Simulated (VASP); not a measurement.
Input of a VASP 6.6.1 run:

File INCAR:

```
  PREC = Accurate
  ENCUT = 500
  EDIFF = 1E-6
  ISMEAR = 0
  SIGMA = 0.02
  LREAL = False
  LASPH = True
  NELM = 80
  ALGO = Normal
  ISIF = 2
  LWAVE = False
  LCHARG = False
  GGA = PE
  NBANDS = 26
```

The input KPOINTS:

```
Automatic mesh
0
Gamma
  4 4 4
```

Contents of POSCAR:

```
GaP
1.0
    1.9430151755      1.1218003346      6.4308101003
   -1.9430151755      1.1218003346      6.4308101003
    0.0000000000     -2.2436006692      6.4308101003
Ga P
2 2
Direct
    0.5646280000      0.5646280000      0.5646280000
    0.4353720000      0.4353720000      0.4353720000
    0.9426110000      0.9426110000      0.9426110000
    0.0573890000      0.0573890000      0.0573890000
```

Potentials or basis: VASP PAW PBE potentials, release 64 (Ga_d_GW, P_GW).

Launch:

```bash
$ cat potpaw_PBE.64/Ga_d_GW/POTCAR potpaw_PBE.64/P_GW/POTCAR > POTCAR
$ mpirun -np 1 vasp_std > vasp.out
```

Task: Estimate the pressure.

Result: 0.1 GPa.

Task: What does it give for the largest force?

Result: 0.047 eV/Å.

Task: Estimate the band gap on the k mesh.

Result: 0.82 eV, indirect (least direct gap 1.13 eV).

Forces in eV/Å, atoms in the order of the input:
```
Ga   0.000  0.000 -0.047
Ga   0.000  0.000  0.047
P    0.000  0.000 -0.039
P    0.000  0.000  0.039
```

Caveat: the k mesh is coarse (spacing up to 0.47 Å⁻¹), so the values aren't converged; the cutoff is under 1.25 times the usual one of these potentials, so pressure, stress and relaxed cells hold a basis-set (Pulay) error. PBE gaps usually lie below the measured ones, often by a third to a half.
